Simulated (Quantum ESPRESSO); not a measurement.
Crystal: MgO.

```
Mg O
1.0
     0.00000    2.09700    2.09700
     2.09700    0.00000    2.09700
     2.09700    2.09700    0.00000
Mg O
1 1
Direct
  0.00000 0.00000 0.00000
  0.50000 0.50000 0.50000
```

The cell is a database's computed one.

- Program: Quantum ESPRESSO 7.5
- Task: single point
- Functional: PBE
- Potentials or basis: SSSP 1.3 efficiency PBE
- Cutoff: 748 eV
- Density cutoff: 5987 eV
- k mesh: 11 × 11 × 11
- Occupations: fermi-dirac, width 0.05 eV
- Spin: no spin polarisation

On this cell: pressure 6.4 GPa; largest force zero by symmetry; band gap on the k mesh 4.85 eV, direct.

The same run follows on a disturbed copy (atoms moved at random, drawn with an rms of 0.05 Å):

```xyz
2
Lattice="0.0000 2.0970 2.0970 2.0970 0.0000 2.0970 2.0970 2.0970 0.0000" Properties=species:S:1:pos:R:3 pbc="T T T"
Mg    0.0098   -0.0677    0.0085
O     2.1051    2.1162    2.0954
```

Task: What changes?

Result: The energy moves by +11.6 meV/atom; pressure 7.1 GPa; largest force 0.545 eV/Å; band gap on the k mesh 4.85 eV, direct.

Forces in eV/Å, atoms in the order of the input:
```
Mg  -0.010  0.542 -0.058
O    0.010 -0.542  0.058
```

Stress tensor (GPa, compression positive):
```
6.14 0.01 0.00
0.01 9.12 0.06
0.00 0.06 6.18
```

